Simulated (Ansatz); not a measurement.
# Polymorphs of RuS2

Level of theory: DFT r2SCAN, scalar-relativistic, plane waves, PAW (Ansatz). Settings: cutoff 500 eV, Γ-centred meshes no coarser than 0.19 Å⁻¹ for metals and 0.3 Å⁻¹ for insulators (2π included), Gaussian smearing.

Temperature and zero-point effects are left out. The comparison covers the computed candidates alone. For metals, differences of a few meV/atom aren't resolved. The magnetic state reached may not be the lowest. Magnetic atoms first started from parallel or listed moments, and other orders weren't tried. A dash marks a run without spin. The functional can misorder magnetic and non-magnetic phases.

```json
{"#": "1", "started from": "database cell", "space group": "Pa-3 (No. 205)", "atoms": "12", "V (Å³/atom)": "14.9", "ΔE (meV/atom)": "0", "gap on mesh (eV)": "0.90", "net m per atom / largest site m (μB)": "-"}
{"#": "2", "started from": "AlB2 type, changed", "space group": "P6/mmm (No. 191)", "atoms": "3", "V (Å³/atom)": "15.6", "ΔE (meV/atom)": "1834", "gap on mesh (eV)": "0.00", "net m per atom / largest site m (μB)": "0.74 / 2.17"}
```

The lowest structure: Space group Pa-3 (No. 205), cubic, a = 5.632 Å. Ru is coordinated by 6 S at 2.36 Å; S is coordinated by 1 S at 2.19 Å and 3 Ru at 2.36 Å. Its energy against the elements is -0.703 eV/atom. Energies over the elements count from the lowest elemental structures computed at the same level, with no empirical corrections.

```
Ru S
1.0
     5.63190    0.00000    0.00000
     0.00000    5.63190    0.00000
     0.00000    0.00000    5.63190
Ru S
4 8
Cartesian
  0.0000 2.8159 2.8159
  2.8159 2.8159 0.0000
  2.8159 0.0000 2.8159
  0.0000 0.0000 0.0000
  2.1847 0.6313 5.0006
  0.6313 5.0006 2.1847
  5.0006 2.1847 0.6313
  3.4472 3.4472 3.4472
  2.1847 2.1847 2.1847
  0.6313 3.4472 5.0006
  5.0006 0.6313 3.4472
  3.4472 5.0006 0.6313
```

The second: Space group P6/mmm (No. 191), hexagonal, a = 4.323 Å, c = 2.891 Å. Ru is coordinated by 12 S at 2.88 Å and 2 Ru at 2.89 Å; around S lie 3 S at 2.50 Å, 6 Ru at 2.88 Å and 2 S at 2.89 Å.